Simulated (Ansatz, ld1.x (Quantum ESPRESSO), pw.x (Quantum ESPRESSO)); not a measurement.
**What a changed setting does to a pw.x run (fcc S)**

Potential: norm-conserving Troullier–Martins (Kleinman–Bylander form), ld1.x (Quantum ESPRESSO) 7.5, PBE; core [Ne], reference 3s2 3p4; waves: 3s (bound): rc 1.45 bohr; 3p (bound): rc 1.75 bohr; 3d channel at 0.05 Ry: rc 1.70 bohr; local part: all-electron potential smoothed inside 1.30 bohr (lloc = -1); core correction: a·sin(br)/r model core inside 1.50 bohr.

The reference run (k-mesh 14³, cutoffs 75/300 Ry, Fermi–Dirac 0.01 Ry, mixing_beta 0.4, conv_thr 1e-9, no spin) gives -0.48 GPa at 15.941 Å³/atom, where all-electron LAPW gives -0.09 GPa. This run, with its own iteration cap, changes degauss to 0.005.

```
&control
  calculation='scf', prefix='x', pseudo_dir='./', outdir='./tmp', tstress=.true., disk_io='none'
/
&system
  ibrav=0, nat=1, ntyp=1, ecutwfc=75, ecutrho=300, nbnd=10,
  occupations='smearing', smearing='fd', degauss=0.005
/
&electrons
  conv_thr=1e-09, mixing_beta=0.4, electron_maxstep=50
/
ATOMIC_SPECIES
S 1.0 S.UPF
CELL_PARAMETERS angstrom
  0.00000000 1.99753864 1.99753864
  1.99753864 0.00000000 1.99753864
  1.99753864 1.99753864 0.00000000
ATOMIC_POSITIONS crystal
S 0.0000 0.0000 0.0000
K_POINTS automatic
14 14 14 0 0 0
```

```bash
pw.x < S.scf.in > S.scf.out
```

How does the run end?

It converges in 6 iterations; the free energy moves by +21.1 meV/atom and the pressure by -0.36 GPa. In a metal, with Fermi–Dirac smearing, F lies below its zero-width value by a term in the square of the width.

```
Message from routine setup:
     using ibrav=0 with symmetry is DISCOURAGED, use correct ibrav instead
     lattice parameter (alat)  =       5.3384  a.u.
     unit-cell volume          =     107.5752 (a.u.)^3
     number of electrons       =         6.00
     number of Kohn-Sham states=           10
     kinetic-energy cutoff     =      75.0000  Ry
     charge density cutoff     =     300.0000  Ry
     scf convergence threshold =      1.0E-09
     Exchange-correlation= PBE
     number of k points=   104  Fermi-Dirac smearing, width (Ry)=  0.0050
     iteration #  1     ecut=    75.00 Ry     beta= 0.40
     total energy              =     -20.43068454 Ry
     estimated scf accuracy    <       0.00092212 Ry
     iteration #  2     ecut=    75.00 Ry     beta= 0.40
     total energy              =     -20.43068063 Ry
     estimated scf accuracy    <       0.00021154 Ry
     iteration #  3     ecut=    75.00 Ry     beta= 0.40
     total energy              =     -20.43070795 Ry
     estimated scf accuracy    <       0.00000356 Ry
     iteration #  4     ecut=    75.00 Ry     beta= 0.40
     total energy              =     -20.43070870 Ry
     estimated scf accuracy    <       0.00000002 Ry
     iteration #  5     ecut=    75.00 Ry     beta= 0.40
     total energy              =     -20.43070872 Ry
     estimated scf accuracy    <          2.4E-09 Ry
     iteration #  6     ecut=    75.00 Ry     beta= 0.40
     the Fermi energy is     8.9542 ev
!    total energy              =     -20.43070872 Ry
     estimated scf accuracy    <          1.9E-10 Ry
     smearing contrib. (-TS)   =      -0.00114450 Ry
     The total energy is F=E-TS. E is the sum of the following terms:
     one-electron contribution =       4.98264716 Ry
     hartree contribution      =       0.96431149 Ry
     xc contribution           =      -4.51377610 Ry
     ewald contribution        =     -21.86274677 Ry
     convergence has been achieved in   6 iterations
          total   stress  (Ry/bohr**3)                   (kbar)     P=       -8.36
     Message from routine punch:
     Nothing written, as per user request (disk_io='none')
```

The run took about 8.4 s on one core of a shared host (Intel(R) Xeon(R) Gold 6455B, 64 threads, 503 GiB, load 18).
